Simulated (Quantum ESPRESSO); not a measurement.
BaTiO3 in Quantum ESPRESSO: the effect of functional

The system is BaTiO3.

```xyz
5
Lattice="4.0060 0.0000 0.0000 0.0000 4.0060 0.0000 0.0000 0.0000 4.0060" Properties=species:S:1:pos:R:3 pbc="T T T"
Ba    2.0030    2.0030    2.0030
Ti    0.0000    0.0000    0.0000
O     0.0000    0.0000    2.0030
O     0.0000    2.0030    0.0000
O     2.0030    0.0000    0.0000
```

Alike in all runs:

```yaml
Program: Quantum ESPRESSO 7.5
Task: phonons
Cutoff: 612 eV
Density_cutoff: 4898 eV
k_mesh: 4 × 4 × 4, shifted
Occupations: fermi-dirac, width 0.05 eV
Spin: no spin polarisation
```

Each run relaxes the cell or the atoms first.

```csv
functional,potentials or basis,relaxed volume (Å³/atom),dielectric constant (mean),highest phonon frequency (cm⁻¹)
LDA,GBRV 1.5 LDA,?,?,?
PBE,GBRV 1.5 PBE,13.06,6.45,455
RPBE,GBRV 1.5 PBE,13.38,6.43,446
WC,GBRV 1.5 PBE,12.63,6.47,468
revPBE,GBRV 1.5 PBE,13.29,6.44,448
vdW-DF-cx,GBRV 1.5 PBE,12.68,6.42,470
```

**Question.** What does the run with functional LDA give?

**Answer.** Relaxed volume 12.27 Å³/atom; dielectric constant 6.46 mean; highest phonon frequency 480 cm⁻¹.

Caveats: some modes are imaginary; the potentials were made for another functional, which shifts forces and pressure (some runs).
